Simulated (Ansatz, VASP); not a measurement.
# InAs: VASP beside Ansatz

Aim: how closely do two programs agree when they are given the same cell, functional and k mesh?

Calculated with Ansatz 0.2.0; plane waves, with VASP 6.6.1 beside it; single point at LDA.

The database entry behind the starting cell differs from later determinations by our own check (about 0.4 % short), so it need not match the best structure at ambient conditions.

### Step 1. Set-up

It takes space group R3m (No. 160, trigonal). The conventional cell has a = 4.268 Å, b = 4.268 Å, c = 10.455 Å, α = 90.00°, β = 90.00°, γ = 120.00°. In has 4 As at 2.60 to 2.63 Å nearest. Nearest to As lie 4 In at 2.60 to 2.63 Å. Farther neighbours are not listed. That group holds within 0.01 Å; judged at 0.001 Å it is P1 (No. 1).

Structure file:

```cif
data_structure
_symmetry_space_group_name_H-M 'R3m:H'
_symmetry_Int_Tables_number 160
_cell_length_a 4.2681
_cell_length_b 4.2681
_cell_length_c 10.4547
_cell_angle_alpha 90.000
_cell_angle_beta 90.000
_cell_angle_gamma 120.000
_cell_volume 164.93
loop_
_atom_site_label
_atom_site_type_symbol
_atom_site_symmetry_multiplicity
_atom_site_Wyckoff_symbol
_atom_site_fract_x
_atom_site_fract_y
_atom_site_fract_z
_atom_site_occupancy
In1 In 3 a 0.00000 0.00000 0.00473 1
As1 As 3 a 0.66667 0.33333 0.08609 1
```

### Step 2. VASP: single point, LDA

With cell and atoms fixed, the geometry can't cause a difference; cores, projectors, grids and the points listed under the comparison can.

Lines of VASP's logs that name or quote its potential files are left out, and so is its time.

INCAR reads:

```
SYSTEM = InAs
PREC = Accurate
ENCUT = 400
EDIFF = 1E-06
NELM = 100
ISMEAR = 1
SIGMA = 0.5
LREAL = .FALSE.
ALGO = Normal
GGA = CA
NBANDS = 15
LORBIT = 11
LWAVE = .FALSE.
LCHARG = .FALSE.
KPAR = 2
ISIF = 2
```

POSCAR reads:

```
InAs
1.0
    0.0000000000      3.0180000000      3.0180000000
    3.0180000000      0.0000000000      3.0180000000
    3.0180000000      3.0180000000      0.0000000000
In As
1 1
Direct
    0.0064250000     -0.0047280000     -0.0040950000
    0.2592530000      0.2470640000      0.2471870000
```

KPOINTS reads:

```
Automatic mesh
0
Gamma
7 7 7
0 0 0
```

Potentials, in the order of the species: In_d and As (PBE family, release 64).

On the command line:

```bash
$ mpirun -np 2 vasp_std
```

Numbers of over 12 decimals in the logs are rounded to 6 here.

Output:

```text
[banner, memory and clock lines left out]
running    2 mpi-ranks, on    1 nodes
 distrk:  each k-point on    1 cores,    2 groups
 distr:  one band on    1 cores,    1 groups

 POSCAR found type information on POSCAR InAs
 POSCAR found :  2 types and       2 ions
|                                                                             |
|               ----> ADVICE to this user running VASP <----                  |
|                                                                             |
|     You enforced a specific xc type in the INCAR file but a different       |
|     [... a line on the potential file left out ...]
|     I HOPE YOU KNOW WHAT YOU ARE DOING!                                     |
|                                                                             |

 LDA part: xc-table for (Slater(with rela. corr.)+CA(PZ))
 , standard interpolation
 POSCAR, INCAR and KPOINTS ok, starting setup
 FFT: planning ... GRIDC
 FFT: planning ... GRID_SOFT
 FFT: planning ... GRID
 WAVECAR not read
 entering main loop
       N       E                     dE             d eps       ncg     rms          rms(c)
DAV:   1     0.104156232225E+03    0.10416E+03   -0.72377E+03  5203   0.107E+03
DAV:   2    -0.240819951102E+01   -0.10656E+03   -0.10249E+03  5580   0.275E+02
DAV:   3    -0.925704076872E+01   -0.68488E+01   -0.68156E+01  6630   0.747E+01
DAV:   4    -0.942456694646E+01   -0.16753E+00   -0.16748E+00  6251   0.131E+01
DAV:   5    -0.943219796800E+01   -0.76310E-02   -0.76309E-02  7620   0.235E+00    0.478E+00
DAV:   6    -0.910382325642E+01    0.32837E+00   -0.51005E-01  7915   0.146E+01    0.250E+00
DAV:   7    -0.906352735850E+01    0.40296E-01   -0.12561E-01  6931   0.394E+00    0.634E-01
DAV:   8    -0.905971280227E+01    0.38146E-02   -0.14067E-02  6920   0.138E+00    0.307E-01
DAV:   9    -0.905953856846E+01    0.17423E-03   -0.12144E-03  6424   0.298E-01    0.159E-01
DAV:  10    -0.905955672078E+01   -0.18152E-04   -0.11019E-04  8229   0.132E-01    0.838E-02
DAV:  11    -0.905955841067E+01   -0.16899E-05   -0.29333E-05  6441   0.112E-01    0.758E-02
DAV:  12    -0.905955711253E+01    0.12981E-05   -0.38685E-06  5818   0.245E-02    0.823E-03
DAV:  13    -0.905955709097E+01    0.21561E-07   -0.51885E-07  3749   0.431E-03
   1 F= -.90595571E+01 E0= -.90625908E+01  d E =0.910121E-02
```

From OUTCAR (step 2):

```text
ion  position               nearest neighbor table
   1  0.006  0.995  0.996-   2 2.60   2 2.61   2 2.61   2 2.63
   2  0.259  0.247  0.247-   1 2.60   1 2.61   1 2.61   1 2.63

  LATTYP: Found a face centered cubic cell.
 ALAT       =     6.0360000000

 Subroutine GETGRP returns: Found  1 space group operations
 (whereof  1 operations were pure point group operations)

The static configuration has the point symmetry C_1 .

 Found    172 irreducible k-points:

   k-points           NKPTS =    172   k-points in BZ     NKDIM =    172   number of bands    NBANDS=     15

   dimension x,y,z NGX =    28 NGY =   28 NGZ =   28
   dimension x,y,z NGXF=    56 NGYF=   56 NGZF=   56

   ENCUT  =  400.0 eV  29.40 Ry    5.42 a.u.   6.96  6.96  6.96*2*pi/ulx,y,z

   NELECT =      18.0000    total number of electrons

 k-points in reciprocal lattice and weights: Automatic mesh
   0.00000000  0.00000000  0.00000000       0.003
   0.14285714  0.00000000  0.00000000       0.006
   0.00000000  0.14285714  0.00000000       0.006
   0.00000000  0.00000000  0.14285714       0.006
   0.14285714  0.14285714  0.14285714       0.006
   0.28571429  0.00000000  0.00000000       0.006
   0.00000000  0.28571429  0.00000000       0.006
   0.00000000  0.00000000  0.28571429       0.006
   0.28571429  0.28571429  0.28571429       0.006
[...]
0.28571429  0.42857143 -0.28571429       0.006
   0.42857143 -0.28571429  0.14285714       0.006

 average (electrostatic) potential at core
       1 -96.4088       2 -49.3810

 E-fermi :   4.3664

 k-point     1 :       0.0000    0.0000    0.0000
  band No.  band energies     occupation
    ...
      6      -7.6765      2.00000
      7       3.9128      2.02528
      8       4.2480      1.38874
      9       4.2594      1.35327
     10       4.3241      1.14263
     11       8.0591     -0.00000
     12       8.1066     -0.00000
     13       8.1155     -0.00000
     14      11.5666     -0.00000
     15      14.0076     -0.00000

 k-point     2 :       0.1429    0.0000    0.0000
  band No.  band energies     occupation
    ...
      5      -9.9261      2.00000
      6      -7.4617      2.00000
      7       2.0248      2.00000
      8       4.0040      1.93644
      9       4.0661      1.84065
     10       5.3529     -0.01743
     11       8.3293     -0.00000
     12       8.4237     -0.00000
     13       8.4768     -0.00000
     14      12.5656     -0.00000
    ...

 k-point     3 :       0.0000    0.1429    0.0000
  band No.  band energies     occupation
    ...
      5      -9.9260      2.00000
      6      -7.4618      2.00000
      7       2.0314      2.00000
      8       3.9983      1.94372
      9       4.0658      1.84109
     10       5.3510     -0.01764
     11       8.3258     -0.00000
     12       8.4226     -0.00000
     13       8.4810     -0.00000
     14      12.5650     -0.00000
    ...

  Total       -0.0054401     -0.0065980     -0.0070534     -0.1098884     -0.0712567     -0.0972220
  in kB       -0.1585367     -0.1922796     -0.2055516     -3.2023932     -2.0765792     -2.8332673
  external PRESSURE =      -0.1854560 kB  Pullay stress =       0.0000000 kB

  energy-cutoff  :      400.00
  volume of cell :       54.98
      direct lattice vectors                 reciprocal lattice vectors
     0.000000000  3.018000000  3.018000000    -0.165672631  0.165672631  0.165672631
     3.018000000  0.000000000  3.018000000     0.165672631 -0.165672631  0.165672631
     3.018000000  3.018000000  0.000000000     0.165672631  0.165672631 -0.165672631

 POSITION                                       TOTAL-FORCE (eV/Angst)
 -----------------------------------------------------------------------------------
      6.00937      3.02503      3.02312         0.066880      0.091106      0.103088
      1.49165      1.52844      1.52806        -0.066880     -0.091106     -0.103088
 -----------------------------------------------------------------------------------
    total drift:                                0.000955      0.000066      0.000059

  FREE ENERGIE OF THE ION-ELECTRON SYSTEM (eV)
  ---------------------------------------------------
  free  energy   TOTEN  =        -9.0595570910 eV

  energy  without entropy=       -9.0686583021  energy(sigma->0) =       -9.06259083

 total charge
# of ion       s       p       d       tot
------------------------------------------
    1        0.858   0.752   9.894  11.503
    2        1.231   1.566   0.023   2.819
--------------------------------------------------
tot          2.089   2.318   9.916  14.322

[... 3 further parts left out ...]
```

Spin-orbit coupling is off here; with elements this heavy it splits and shifts levels by tenths of an eV or more. The PAW data sets were made with PBE, though LDA sets exist; this is a small mismatch. Methfessel-Paxton smearing is not meant for a cell with a gap.

### Step 3. Ansatz: single point, LDA

Ansatz runs on its default PAW (the set named soft_2) files.

The same cell, functional (in two slightly different forms), mesh and smearing now go to Ansatz, which takes its cutoff from its data sets.

input.yaml reads:

```yaml
crystal:
  lattice:
    - [0.0, 3.018, 3.018]
    - [3.018, 0.0, 3.018]
    - [3.018, 3.018, 0.0]
  atoms:
    - { symbol: In, position: [0.006425, -0.004728, -0.004095] }
    - { symbol: As, position: [0.259253, 0.247064, 0.247187] }
hamiltonian:
  xc: lda
  pseudopotentials: { kind: paw }
kpoints:
  mp_grid: { grid: [7, 7, 7] }
scf:
  occupations: { method: methfessel_paxton, width: 0.5 }
  n_extra_bands: 4
output:
  forces: true
  stress: true
  eigenvalues: true
```

On the command line:

```bash
$ ansatz run input.yaml --threads 2 --pin off --max-ram 4608MiB --backend cpu --events-out ev --progress --plain --runs-dir out
```

Output:

```text
scf.n_extra_bands = 4 over 14 filled bands (N_el = 28.0): the run solves 18 bands
Engine: ansatz 0.2.0, x86_64-unknown-linux-gnu
Pseudopotentials: kind: paw
Pseudopotential: In, paw, valence charge 13, recommended cutoff 420 eV (normal), In.paw.azcp
Pseudopotential: As, paw, valence charge 15, recommended cutoff 420 eV (normal), As.paw.azcp
Functional definition: SPW92
  exchange = slater_x
  correlation = pw_c
Crystal: 2 atoms, lattice volume = 54.978 Å³
Basis set: ecut = 420 eV, 1067 PW (Γ)
Bands: 18, of which v1, the nominal top of the filled ones, is band 14 counted from 1 (13 counted from 0)
Symmetry: 1 space group operations
Space group: P1 (ITA 1), of the structure as read, at distance tolerance 3.8e-5 Å
k-points: 172 of 343 (time reversal used)
Non-local potential: In, projectors of the file, l = 0: 2, l = 1: 2, l = 2: 2, l = 3: 2
Non-local potential: As, projectors of the file, l = 0: 2, l = 1: 2, l = 2: 3, l = 3: 1
PAW form: soft (Blöchl's): semilocal exchange-correlation on the pseudo side does not see the compensation charge
PAW frozen core: In, regenerated for the run's functional, and the local potential with it (the file was generated under x = pbe(κ = 0.804, μ = 0.219515), c = pbe(β = 0.066725))
PAW frozen core: As, regenerated for the run's functional, and the local potential with it (the file was generated under x = pbe(κ = 0.804, μ = 0.219515), c = pbe(β = 0.066725))
PAW one-centre angular grid: In, 590 points (default); XC on 64 Gauss nodes
PAW one-centre angular grid: As, 590 points (default); XC on 64 Gauss nodes
Initial density: superposition of atomic densities (neutral atoms: chi_scale 0, normalization atom), corrected by the library's trained network
Initial wavefunctions: pseudopotential atomic-orbital guess
Functional: x = slater, c = lda
SCF iter   1: F=—  HF=-10231.239996 eV  |F-HF|=—  |Δ(HF+E_count)|=         —  Δρ=6.92e-3  dr2=2.08e-2  ethr=1.77e-3  ⟨swp⟩=5.0  Hψ=13582  notcnv=0
preconditioner: auto → none  [insulator: Δε(μ)=0.688 eV  Ē_g=14.601 eV  σ=0.500 eV  W_gap=0.61  n_scr=14 (ndim 8)  ℏωp=21.2 eV  f_vac=0.104  D(μ)=0.08/eV (n_scr^D=0)  ε∞_Penn≈3.1]
SCF iter   2: F=—  HF=-10231.232462 eV  |F-HF|=—  |Δ(HF+E_count)|=   7.53e-3  S|Δr|=    0.00e0  Δρ=2.35e-3  dr2=1.39e-3  ethr=7.42e-5  ⟨swp⟩=2.7  Hψ=6036  notcnv=0
SCF iter   3: F=—  HF=-10231.232267 eV  |F-HF|=—  |Δ(HF+E_count)|=   1.94e-4  S|Δr|=    0.00e0  Δρ=7.14e-4  dr2=1.85e-4  ethr=4.97e-6  ⟨swp⟩=3.0  Hψ=5860  notcnv=0
SCF iter   4: F=—  HF=-10231.232238 eV  |F-HF|=—  |Δ(HF+E_count)|=   2.91e-5  S|Δr|=    0.00e0  Δρ=2.28e-4  dr2=1.91e-5  ethr=6.60e-7  ⟨swp⟩=2.1  Hψ=5538  notcnv=0
SCF iter   5: F=—  HF=-10231.232234 eV  |F-HF|=—  |Δ(HF+E_count)|=   4.63e-6  S|Δr|=    0.00e0  Δρ=2.03e-5  dr2=1.78e-7  ethr=6.81e-8  ⟨swp⟩=2.0  Hψ=4544  notcnv=0
SCF iter   6: F=-10231.232234 eV  HF=-10231.232234 eV  |F-HF|=8.26e-10  |Δ(HF+E_count)|=   3.29e-8  S|Δr|=    0.00e0  Δρ=4.25e-6  dr2=1.05e-8  ethr=3.57e-10  ⟨swp⟩=5.0  Hψ=13483  notcnv=0
SCF 1 converged in 6 iterations: F = -10231.232234 eV  dr2 = 1.05e-8
  greatest PAW one-centre occupation: 0.999 electrons in one spin orbital (limit 2), on the As atom at site 1 (counted from 0), in its partial waves of l = 2
SCF converged after 6 iterations
Stability not checked: this state was not tested for a lower state beside it, because cold or Methfessel-Paxton smearing, or corrected tetrahedra, fill the levels in a way that the test cannot read (fill_not_monotonic; see scf.lower_state_search)
Free energy (F): -10231.232234 eV
Harris-Foulkes:  -10231.232234 eV  (|F-HF|=8.26e-10)
Internal energy: -10231.241656 eV  (E = F + TS)
E sigma→0 (E₀):  -10231.234589 eV
Entropy (-TS):   0.009422 eV (4.711 meV/atom)
Fermi energy:    7.701293 eV
Step filling:    the computed levels leave a gap of 0.0644 eV = 0.1 smearing widths at the electron count; against every level under it full and every level over it empty, smearing changes F+E_penalty+E_count by +3.002 meV and its σ→0 estimate by +0.646 meV
--- Per-component energies (eV) ---
  E_band       = -320.384383
  E_kinetic    = 348.376537
  E_local      = -3278.354695  (includes V_loc(G=0)·N_el)
  E_nonlocal   = -294.997654
  E_hartree    = 1581.436794
  E_xc         = -292.519986
  E_vxc        = -180.753650  (∫ρ·V_xc dr)
  E_paw        = -5769.788458  (= ΣΔE_a)
  E_vpaw       = -77.532072  (= ΣTr[D̂ρ^β])
  E_aug_tail   = 0.000035  (compensation charges beyond the density's cutoff)
  E_ewald      = -2527.753996
  E_core_change = 2.359766  (= ΣΔE_core)
  E_smearing   = 0.009422  (= −TS)
  E_closure    = 0.000000  (closes the sum)
  Σ components = -10231.232234   (vs F -10231.232234, Δ=0.00e0)
--- Forces (eV/Å), atoms counted from 1 ---
  atom   1  In     0.06548569     0.08983371     0.10165223
  atom   2  As    -0.06548570    -0.08983361    -0.10165261
  max |Σ_I F_I| component: 3.73e-7 eV/Å
--- Stress (GPa, compression-positive) ---
       -0.288835      -0.311441      -0.275510
       -0.311441      -0.290726      -0.201644
       -0.275510      -0.201644      -0.291857
  P = ⅓ Tr σ = -0.2905 GPa (-2.905 kbar)
--- Band table (eV; the first three rows and the last of 172) ---
  k-point 0: bands = [... 10 lower, -4.3630, 7.1953, 7.5814, 7.5928, 7.6571, 11.4103, 11.4576, 11.4665]
  k-point 1: bands = [... 10 lower, -4.1493, 5.3507, 7.3314, 7.4003, 8.6599, 11.6647, 11.7717, 11.8317]
  k-point 2: bands = [... 10 lower, -3.5850, 3.3344, 6.8870, 6.9639, 8.6552, 12.1800, 12.2902, 13.0848]
  k-point 171: bands = [... 10 lower, -2.7496, 1.8181, 5.4429, 6.3575, 9.5472, 11.8195, 12.8477, 14.5558]
```

Wall time 6.3 s (2 threads of AMD EPYC 7B13 (Zen 3), shared host); peak memory 0.5 GiB; 9.9 s of CPU time.

The run ends at a pressure of -0.29 GPa, with forces up to 0.15 eV/Å.

### Step 4. Side by side

Known differences besides the potentials themselves: the two LDA forms differ slightly; the data sets hold 28 valence electrons in Ansatz (default PAW (the set named soft_2) files) and 18 in VASP; the cutoff is 420 eV in Ansatz and 400 eV in VASP; Ansatz makes its cores anew for this functional, VASP keeps those of its PBE data sets; VASP's log shows a relativistic correction to its local exchange, Ansatz's none. Total energies have different zeros and are not compared.

Both answers:

```tsv
quantity	Ansatz	VASP	difference
pressure (GPa)	-0.29	-0.02	-0.27
```

Forces (eV/Å; atoms numbered as in POSCAR):

```tsv
atom	Ansatz x, y, z	VASP x, y, z
In1	0.065, 0.090, 0.102	0.067, 0.091, 0.103
As2	-0.065, -0.090, -0.102	-0.067, -0.091, -0.103
```

The forces differ by 1.4 meV/Å r.m.s., which is 1.6 % of the r.m.s. force of 0.09 eV/Å (both taken over all components). Our record labels this cell a metal in Ansatz alone; each run is judged by its own test, so with a small gap or wide smearing the label says little about the levels.

### Step 5. What came out

| Property | Result |
| --- | --- |
| r.m.s. force difference (single point, LDA) | 1.4 meV/Å |

**Reading.** The r.m.s. force difference is 1.4 meV/Å (single point, LDA), within the 12 meV/Å picked in this series as the mark of a large difference. How closely two codes agree says nothing of how well the functional describes the real material.

[Lines on the potential files, build, host, timing and source positions are cut from VASP's logs without a mark.]

[Logs are printed without paths, hosts, clocks, repeated set-up lines and the standing remarks that a program may print on its own settings, such as how far it seeks lower states.]

[Hosts, paths, dates, database ids (printed as entryN), source tags and the programs' standing remarks are cut or masked in the printed files.]

[VASP's PBE data sets in a run with another functional are called a small mismatch above; for pressures it isn't always small: they can move by 1 GPa and more.]
